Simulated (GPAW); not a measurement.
Rh:

```
Rh
1.0
     0.00000    1.89785    1.89785
     1.89785    0.00000    1.89785
     1.89785    1.89785    0.00000
Rh
1
Direct
  0.00000 0.00000 0.00000
```

Base run:

- Program: GPAW 26.7.0
- Functional: PBEsol
- Potentials or basis: PAW data sets generated in the run's folder for this functional
- Cutoff: 600 eV
- Basis: pw
- k mesh: 12 × 12 × 12
- Occupations: gaussian, width 0.02 eV
- Spin: no spin polarisation

Its results: pressure -1.5 GPa.

Task: The run is repeated on the same cell with these changes: functional from PBEsol to BLYP; occupations from gaussian, width 0.02 eV to fermi-dirac, width 0.05 eV. What comes out?

Result: Pressure 22.1 GPa.

Caveats: so large a pressure means that the cell lies far from this level's equilibrium, or that cutoff or potentials fall short (some runs).
